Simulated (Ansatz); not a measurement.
Method: PBE, scalar-relativistic; no spin polarisation; PAW, 420 eV, Γ-centred 10×10×6 mesh, 0.05 eV Gaussian smearing; code Ansatz. The datasets are Ansatz's generated set soft_2.

The calculation on XSe, where X is one element, gave:

| Item | Value |
| --- | --- |
| Space group | C2/m (No. 12) |
| Conventional cell | a = 11.484 Å, b = 4.124 Å, c = 5.720 Å, α = 90.00°, β = 108.14°, γ = 90.00° |
| Volume | 32.18 Å³/atom |
| Band gap | 1.08 eV |
| Smallest direct gap | 1.15 eV |
| Bader charges | X 0.74; Se -0.74 e |
| Formation energy from the elements (0 K, uncorrected) | -0.49 eV/atom |

Sites: X on 4i, Se on 4i.

Which element is X?
A. Cd
B. Sb
C. Sn
D. In

D. X is In, so the compound is InSe.

The chain of runs began from a cell as deposited in COD, expanded in volume.

Kohn–Sham gaps of semilocal functionals lie under measured ones, often by a third or more. The structure is built of weakly bound layers, and this functional has no dispersion term, so their spacing and all that hangs on it (volume, the soft elastic constants, low modes, dielectric constants) are poorly given.
